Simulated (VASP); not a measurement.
# AlP (F-43m) in VASP: single point with PBEsol

Aim: the single point of AlP with PBEsol.

Program: VASP 6.6.1. These are calculated values, not measurements. Logs are shortened: lines on timing, memory, paths and dates and some standing lists are left out, and cuts for length are marked.

**Measured values to compare with.**

A printed reference work, data compilation reports, for a bulk crystal of AlP at 4.2 K: band gap 2.505 eV (indirect).

The results are compared with them further down.

### 1 The cell of the first run

The structure is cubic, space group F-43m (No. 216). Conventional cell: a = 5.451 Å, b = 5.451 Å, c = 5.451 Å, α = 90.00°, β = 90.00°, γ = 90.00°. Within 3.1 Å of Al (site symmetry -43m) lie 4 P at 2.36 Å. P (site symmetry -43m) has 4 Al at 2.36 Å within 3.1 Å.

### 2 Single point, PBEsol

Contents of INCAR:

```
SYSTEM = AlP
PREC     = Accurate       ! precision mode
ENCUT    = 500            ! plane-wave cutoff, eV
EDIFF    = 1E-6           ! SCF threshold, eV
ISMEAR   = 0              ! smearing method
SIGMA    = 0.05           ! smearing width, eV
LREAL    = .FALSE.        ! projectors in reciprocal space
LASPH    = .TRUE.         ! aspherical terms in the spheres
NELM     = 120            ! most SCF steps
ALGO     = Normal         ! electronic algorithm
ISIF     = 2              ! what is computed and relaxed
LWAVE    = .FALSE.        ! write WAVECAR
LCHARG   = .FALSE.        ! write CHGCAR
GGA      = PS             ! functional
NBANDS   = 11             ! bands
GGA_COMPAT= .FALSE.
```

Contents of KPOINTS:

```
regular mesh
0
G
  8 8 8
  0 0 0
```

Contents of POSCAR:

```
AlP
1.0
    0.0000000000      2.7255000000      2.7255000000
    2.7255000000      0.0000000000      2.7255000000
    2.7255000000      2.7255000000      0.0000000000
Al P
1 1
Direct
    0.0000000000      0.0000000000      0.0000000000
    0.7500000000      0.7500000000      0.7500000000
```

Potentials or basis: VASP PAW PBE potentials, release 64 (Al, P).

Command:

```
cat potpaw_PBE.64/Al/POTCAR potpaw_PBE.64/P/POTCAR > POTCAR
mpirun -np 1 vasp_std > vasp.out
```

OUTCAR:

```text
SYSTEM = AlP
   PREC = Accurate
   ENCUT = 500
   EDIFF = 1E-6
   ISMEAR = 0
   LREAL = .FALSE.
   LASPH = .TRUE.
   NELM = 120
   ISIF = 2
   GGA = PS

 ion  position               nearest neighbor table
   1  0.000  0.000  0.000-   2 2.36   2 2.36   2 2.36   2 2.36
   2  0.750  0.750  0.750-   1 2.36   1 2.36   1 2.36   1 2.36

  LATTYP: Found a face centered cubic cell.
 ALAT       =     5.4510000000

  Lattice vectors:

 A1 = (   0.0000000000,   2.7255000000,   2.7255000000)
 A2 = (   2.7255000000,   0.0000000000,   2.7255000000)
 A3 = (   2.7255000000,   2.7255000000,   0.0000000000)

Analysis of symmetry for initial positions (statically):
=====================================================================
 Subroutine PRICEL returns:
 Original cell was already a primitive cell.

 Routine SETGRP: Setting up the symmetry group for a
 face centered cubic supercell.

 Subroutine GETGRP returns: Found 24 space group operations
 (whereof 24 operations were pure point group operations)
 out of a pool of 48 trial point group operations.

The static configuration has the point symmetry T_d .

Analysis of symmetry for dynamics (positions and initial velocities):
=====================================================================
 Subroutine PRICEL returns:
 Original cell was already a primitive cell.

 Routine SETGRP: Setting up the symmetry group for a
 face centered cubic supercell.

 Subroutine GETGRP returns: Found 24 space group operations
 (whereof 24 operations were pure point group operations)
 out of a pool of 48 trial point group operations.

The dynamic configuration has the point symmetry T_d .

 Subroutine INISYM returns: Found 24 space group operations
 (whereof 24 operations are pure point group operations),
 and found     1 'primitive' translations

----------------------------------------------------------------------------------------

                                     Primitive cell

  volume of cell :      40.4919

  direct lattice vectors                    reciprocal lattice vectors
     0.000000000  2.725500000  2.725500000    -0.183452578  0.183452578  0.183452578
     2.725500000  0.000000000  2.725500000     0.183452578 -0.183452578  0.183452578
     2.725500000  2.725500000  0.000000000     0.183452578  0.183452578 -0.183452578

  length of vectors
     3.854439064  3.854439064  3.854439064     0.317749185  0.317749185  0.317749185

  position of ions in fractional coordinates (direct lattice)
     0.000000000  0.000000000  0.000000000
     0.750000000  0.750000000  0.750000000

  ion indices of the primitive-cell ions
   primitive index   ion index
                 1           1
                 2           2

----------------------------------------------------------------------------------------

 KPOINTS: regular mesh

Automatic generation of k-mesh.
 Grid dimensions read from file:
 generate k-points for:    8    8    8

 Generating k-lattice:

  Cartesian coordinates                     Fractional coordinates (reciprocal lattice)
    -0.022931572  0.022931572  0.022931572     0.125000000  0.000000000  0.000000000
     0.022931572 -0.022931572  0.022931572     0.000000000  0.125000000  0.000000000
     0.022931572  0.022931572 -0.022931572     0.000000000  0.000000000  0.125000000

  Length of vectors
     0.039718648  0.039718648  0.039718648

  Shift w.r.t. Gamma in fractional coordinates (k-lattice)
     0.000000000  0.000000000  0.000000000

 Subroutine IBZKPT returns following result:
 ===========================================

 Found     29 irreducible k-points:

 Following reciprocal coordinates:
            Coordinates               Weight
  0.000000  0.000000  0.000000      1.000000
  0.125000  0.000000  0.000000      8.000000
  0.250000  0.000000  0.000000      8.000000
  0.375000  0.000000  0.000000      8.000000
  0.500000  0.000000  0.000000      4.000000
  0.125000  0.125000  0.000000      6.000000
[... 16 lines left out ...]
  0.500000  0.250000  0.125000     48.000000
 -0.375000  0.250000  0.125000     24.000000
 [... further k-points ...]
   k-points           NKPTS =     29   k-points in BZ     NKDIM =     29   number of bands    NBANDS=     11
   number of dos      NEDOS =    301   number of ions     NIONS =      2
   total plane-waves  NPLWV =  21952
   dimension x,y,z NGX =    28 NGY =   28 NGZ =   28
   dimension x,y,z NGXF=    56 NGYF=   56 NGZF=   56
   ions per type =               1   1
   NGX,Y,Z   is equivalent  to a cutoff of  12.08, 12.08, 12.08 a.u.
   NGXF,Y,Z  is equivalent  to a cutoff of  24.15, 24.15, 24.15 a.u.
 SYSTEM =  AlP
   PREC   = accura    normal or accurate (medium, high low for compatibility)
   ISTART =      0    job   : 0-new  1-cont  2-samecut
   ICHARG =      2    charge: 1-file 2-atom 10-const
   ISPIN  =      1    spin polarized calculation?
   LNONCOLLINEAR =      F non collinear calculations
   LSORBIT =      F    spin-orbit coupling
   LASPH  =      T    aspherical Exc in radial PAW
   ENCUT  =  500.0 eV  36.75 Ry    6.06 a.u.   7.03  7.03  7.03*2*pi/ulx,y,z
   NELM   =    120;   NELMIN=  2; NELMDL= -5     # of ELM steps
   EDIFF  = 0.1E-05   stopping-criterion for ELM
   LREAL  =      F    real-space projection
   EDIFFG = 0.1E-04   stopping-criterion for IOM
   NSW    =      0    number of steps for IOM
   IBRION =     -1    ionic relax: 0-MD 1-quasi-New 2-CG
   NFREE  =      0    steps in history (QN), initial steepest desc. (CG)
   ISIF   =      2    stress and relaxation
   ISYM   =      2    0-nonsym 1-usesym 2-fastsym
   POTIM  = 0.5000    time-step for ionic-motion
   TEBEG  =    0.0;   TEEND  =   0.0 temperature during run
   PSTRESS=    0.0 pullay stress
   NELECT =       8.0000    total number of electrons
   NUPDOWN=      -1.0000    fix difference up-down
   EMIN   =  10.00;   EMAX   =-10.00  energy-range for DOS
   EFERMI =   0.00;   METHOD = LEGACY
   ISMEAR =     0;   SIGMA  =   0.05  broadening in eV -4-tet -1-fermi 0-gaus
   EFERMI_NEDOS =   21; number of points for ismear=-14 and -15
   IALGO  =     38    algorithm
   IMIX   =      4    mixing-type and parameters
     AMIX     =   0.40;   BMIX     =  1.00
     AMIX_MAG =   1.60;   BMIX_MAG =  1.00
  volume/ion in A,a.u.               =      20.25       136.63
  Fermi-wavevector in a.u.,A,eV,Ry     =   0.953488  1.801831 12.369596  0.909140
  Thomas-Fermi vector in A             =   2.082148
   LORBIT       =      0    0 simple, 1 ext, 2 COOP (PROOUT), +10 PAW based schemes
   GGA     = PS    functional components
   LHFCALC =     F    Hartree Fock is set to
   AEXX    =    0.0000 exact exchange contribution
   IVDW    =     0    specifies the selected vdW correction
   LEPSILON=     F    determine dielectric tensor
   LRPA    =     F    only Hartree local field effects (RPA)
 non-spin polarized calculation
 Gauss-broadening in eV      SIGMA  =   0.05
  energy-cutoff  :      500.00
  volume of cell :       40.49
 maximum number of plane-waves:      1056
   NGX = 13   NGY = 13   NGZ = 13

 number of electron       8.0000000 magnetization

 Free energy of the ion-electron system (eV)
  ---------------------------------------------------
  ext. energy  EPLUGINS =         0.00000000
  ---------------------------------------------------
  free energy    TOTEN  =       -10.99372991 eV

  energy without entropy =      -10.99372991  energy(sigma->0) =      -10.99372991

 E-fermi :   4.7865     XC(G=0):  -9.3839

 val. band max:        4.5809001996   @ k =   0.0000   0.0000   0.0000
 cond. band min:       6.0093985018   @ k =   0.5000   0.5000   0.0000
 fundamental gap:      1.4284983022
 Fermi energy:         4.7865495471

 k-point     1 :       0.0000    0.0000    0.0000
  band No.  band energies     occupation
      1      -6.9754      2.00000
      2       4.5809      2.00000
      3       4.5809      2.00000
      4       4.5809      2.00000
      5       7.8259      0.00000
      6       9.0999      0.00000
      7       9.0999      0.00000
      8       9.0999      0.00000
      9      13.3891      0.00000
     10      13.3891      0.00000
     11      14.7118      0.00000

 k-point     2 :       0.1250    0.0000    0.0000
  band No.  band energies     occupation
      1      -6.8009      2.00000
      2       3.3376      2.00000
      3       4.4304      2.00000
      4       4.4304      2.00000
      5       8.2408      0.00000
      6       9.3862      0.00000
      7       9.3862      0.00000
      8       9.6276      0.00000
      9      12.8754      0.00000
     10      12.8754      0.00000
     11      15.3449      0.00000

 k-point     3 :       0.2500    0.0000    0.0000
  band No.  band energies     occupation
      1      -6.3087      2.00000
      2       1.3651      2.00000
      3       4.1329      2.00000
      4       4.1329      2.00000
      5       7.8487      0.00000
      6       9.6847      0.00000
      7       9.6847      0.00000
      8      11.4556      0.00000
      9      12.8487      0.00000
     10      12.8487      0.00000
     11      14.7793      0.00000

 k-point     4 :       0.3750    0.0000    0.0000
  band No.  band energies     occupation
      1      -5.6442      2.00000
      2      -0.2979      2.00000
      3       3.8960      2.00000
      4       3.8960      2.00000
      5       7.4687      0.00000
      6       9.4789      0.00000
      7       9.4789      0.00000
      8      12.6079      0.00000
      9      14.2609      0.00000
     10      14.2609      0.00000
     11      15.1098      0.00000
[... 239 lines left out ...]
 k-point    22 :       0.3750    0.2500    0.1250
  band No.  band energies     occupation
      1      -5.8917      2.00000
      2       1.0497      2.00000
      3       2.6464      2.00000
      4       3.6525      2.00000
      5       8.3593      0.00000
      6       9.3558      0.00000
      7       9.9519      0.00000
      8      11.3625      0.00000
      9      12.8821      0.00000
     10      15.3450      0.00000
     11      17.4357      0.00000

 k-point    23 :       0.5000    0.2500    0.1250
  band No.  band energies     occupation
      1      -5.2822      2.00000
      2      -0.0780      2.00000
      3       2.0737      2.00000
      4       3.2601      2.00000
      5       8.4532      0.00000
      6       9.3067      0.00000
      7      10.5631      0.00000
      8      11.6467      0.00000
      9      14.0200      0.00000
     10      15.8699      0.00000
     11      17.3407      0.00000

 k-point    24 :      -0.3750    0.2500    0.1250
  band No.  band energies     occupation
      1      -4.9462      2.00000
      2      -0.6499      2.00000
      3       1.9394      2.00000
      4       3.0683      2.00000
      5       8.4503      0.00000
      6       9.0340      0.00000
      7      11.4358      0.00000
      8      12.2304      0.00000
      9      13.5329      0.00000
     10      15.9660      0.00000
     11      17.3075      0.00000

 [... further k-points ...]
[... 5 lines left out ...]
  --------------------------------------------------------------------------------------
  -------------------------------------------------------------------------------------
  Total        0.2497753      0.2497753      0.2497753      0.0000000      0.0000000     -0.0000000
  in kB        9.8830616      9.8830616      9.8830616      0.0000000      0.0000000     -0.0000000
  external PRESSURE =       9.8830616 kB  Pullay stress =       0.0000000 kB

 VOLUME and BASIS-vectors are now :
 -----------------------------------------------------------------------------
  energy-cutoff  :      500.00
  volume of cell :       40.49
      direct lattice vectors                 reciprocal lattice vectors
     0.000000000  2.725500000  2.725500000    -0.183452578  0.183452578  0.183452578
     2.725500000  0.000000000  2.725500000     0.183452578 -0.183452578  0.183452578
     2.725500000  2.725500000  0.000000000     0.183452578  0.183452578 -0.183452578

 POSITION                                       TOTAL-FORCE (eV/Angst)
 -----------------------------------------------------------------------------------
      0.00000      0.00000      0.00000         0.000000      0.000000      0.000000
      4.08825      4.08825      4.08825        -0.000000     -0.000000     -0.000000
 -----------------------------------------------------------------------------------
    total drift:                               -0.000000     -0.000000     -0.000000

  FREE ENERGIE OF THE ION-ELECTRON SYSTEM (eV)
  ---------------------------------------------------
  free  energy   TOTEN  =       -10.9937299104 eV

  energy  without entropy=      -10.9937299104  energy(sigma->0) =      -10.99372991
```

Run time: 21 s. Hardware: 1 thread of Intel Xeon 8259CL, shared host; peak memory 0.15 GiB.

What came out:

| Property | Result |
| --- | --- |
| Free energy | -10.9937 eV |
| Pressure | 1.0 GPa |
| Band gap on the k mesh | 1.43 eV, indirect (least direct gap 3.25 eV) |

Levels at points of the mesh, in eV from the valence-band top:
| k point | band 1 | band 2 | band 3 | band 4 | band 5 | band 6 | band 7 | band 8 | band 9 |
| --- | --- | --- | --- | --- | --- | --- | --- | --- | --- |
| (0.00, 0.00, 0.00) | -11.56 | 0.00 | 0.00 | 0.00 | 3.25 | 4.52 | 4.52 | 4.52 | 8.81 |
| (0.50, 0.00, 0.00) | -9.85 | -5.60 | -0.77 | -0.77 | 2.75 | 4.75 | 4.75 | 8.09 | 11.53 |
| (0.50, 0.50, 0.00) | -9.17 | -5.36 | -2.13 | -2.13 | 1.43 | 2.37 | 11.03 | 11.03 | 12.01 |

Caveat: the PAW data sets were made with another functional, which shifts forces and pressure a little.

### 3 Against experiment

Step 2. Measured gap of AlP: 2.505 eV (indirect; 4.2 K; a printed reference work, data compilation). This calculation gives 1.43 eV (-1.08 eV). The value is that of PBEsol on a finite k mesh, which can miss the band edges, without temperature or zero-point motion. Semilocal functionals fall short of measured gaps as a rule.
